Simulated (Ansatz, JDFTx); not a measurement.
This is a calculation of Se (Selenium) for Ansatz 0.2.0. 

File input.yaml:

```yaml
crystal:
  lattice:
    - [4.3662, 0.0, 0.0]
    - [-2.1831, 3.781240118, 0.0]
    - [0.0, 0.0, 4.9536]
  atoms:
    - { symbol: Se, position: [0.7746, 0.7746, 0.0] }
    - { symbol: Se, position: [0.0, 0.2254, 0.6666666667] }
    - { symbol: Se, position: [0.2254, 0.0, 0.3333333333] }
kpoints:
  mp_grid: { grid: [7, 7, 6] }
scf:
  occupations: { method: fermi_dirac, width: 0.05 }
hamiltonian:
  xc: pbe
  pseudopotentials: { kind: all_electron, lapw: { basis_error: 0.001 } }
output:
  forces: true
  stress: true
  eigenvalues: true
  populations: true
```

Potentials or basis: all-electron LAPW, scalar-relativistic.

Run with:

```console
$ ansatz run input.yaml --threads 2 --pin off --max-ram 5120MiB --backend cpu --events-out ev --progress --plain --runs-dir out
```

Set up the same calculation for JDFTx 1.7.0 (patched build). Potentials or basis there: PseudoDojo-SR-PBE-0.5-standard, cutoff 1170 eV.

As run (cutoffs and basis follow the program's own potentials, and thresholds, step limits or extra output files can differ):

Contents of Se.in:

```
lattice \
    8.2509222053    -4.1254611027     0.0000000000 \
    0.0000000000     7.1455082345     0.0000000000 \
    0.0000000000     0.0000000000     9.3609473309
coords-type Lattice
ion Se     0.7746000000     0.7746000000     0.0000000000 1
ion Se     0.0000000000     0.2254000000     0.6666666667 1
ion Se     0.2254000000     0.0000000000     0.3333333333 1

ion-species pseudo/Se.upf
elec-cutoff 43 344
elec-ex-corr gga-PBE
kpoint-folding 7 7 6
elec-smearing Fermi 0.0018374661
elec-n-bands 32
electronic-SCF nIterations 100 energyDiffThreshold 1e-09
electronic-minimize nIterations 30 energyDiffThreshold 1e-7
converge-empty-states yes
forces-output-coords Cartesian

dump-name run.$VAR
dump End Ecomponents EigStats BandEigs Kpoints Forces Stress ElecDensity Dtot KEdensity
```

Potentials or basis: PseudoDojo-SR-PBE-0.5-standard.

Launch:

```console
$ jdftx -c 1 -i Se.in -o Se.out
```

Both were run:

|  | Ansatz | JDFTx |
| --- | --- | --- |
| Pressure | 2.8 GPa | 2.8 GPa |
| Largest force | 0.395 eV/Å | 0.424 eV/Å |

Where Ansatz's input types no cutoff or centring, it takes its own default and a Γ-centred mesh.

Pressure is positive in compression.
